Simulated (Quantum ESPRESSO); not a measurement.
TiCo3 under changes of volume

One of the cells (11.612 Å³/atom); the others are scaled copies at fixed shape and fractional positions:

```xyz
4
Lattice="3.5946 0.0000 0.0000 0.0000 3.5946 0.0000 0.0000 0.0000 3.5946" Properties=species:S:1:pos:R:3 pbc="T T T"
Co    1.7973    1.7973    0.0000
Co    1.7973    0.0000    1.7973
Co    0.0000    1.7973    1.7973
Ti    0.0000    0.0000    0.0000
```

* Program: Quantum ESPRESSO 7.5
* Functional: LDA
* Potentials or basis: GBRV 1.5 LDA
* Cutoff: 762 eV
* Density cutoff: 6095 eV
* k mesh: 8 × 8 × 8
* Occupations: fermi-dirac, width 0.05 eV
* Spin: collinear spin, ferromagnetic start
* Starting moments: [2.0, 2.0, 2.0, 1.0] μB

```tsv
volume (Å³/atom)	energy over the lowest point (meV/atom)	moment (μB per cell)
11.157	0.00	0.29
11.384	23.77	2.22
11.612	45.45	1.60
11.840	?	?
12.067	92.86	2.66
```

What does the run at 11.840 Å³/atom give?

Energy over the lowest point 65.24 meV/atom; moment 2.62 μB per cell.

Worked out: A Birch-Murnaghan fit of order 2 (a polynomial in V^(-2/3)) to the other rows has no minimum within the range. It gives 69.37 meV/atom at 11.840 Å³/atom, against the run's 65.24. Pressures are left out, since they don't match the slope of the energies. The moment follows no smooth curve through the other rows.

Energies are extrapolated to zero smearing.
